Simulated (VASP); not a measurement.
Here is a VASP 6.6.1 calculation.

The input INCAR:

```
PREC = Accurate
ENCUT = 520
EDIFF = 1E-7
ISMEAR = 0
SIGMA = 0.02
LREAL = False
LASPH = True
NELM = 60
ALGO = Normal
ISIF = 2
LWAVE = False
LCHARG = False
GGA = PE
NBANDS = 21
```

File KPOINTS:

```
Automatic mesh
0
Gamma
  4 4 4
```

File POSCAR:

```
Ge
1.0
    0.0000000000      2.8289100000      2.8289100000
    2.8289100000      0.0000000000      2.8289100000
    2.8289100000      2.8289100000      0.0000000000
Ge
2
Direct
    0.0000000000      0.0000000000      0.0000000000
    0.2500000000      0.2500000000      0.2500000000
```

Potentials or basis: VASP PAW PBE potentials, release 64 (Ge_d).

Command:

```sh
$ cat potpaw_PBE.64/Ge_d/POTCAR > POTCAR
$ mpirun -np 1 vasp_std > vasp.out
```

(1) What does it give for the pressure?

(2) Estimate the band gap on the k mesh.

Results:

(1) 3.7 GPa.

(2) 0.04 eV, direct.

Caveat: the k mesh is coarse (spacing up to 0.48 Å⁻¹), so the values aren't converged.
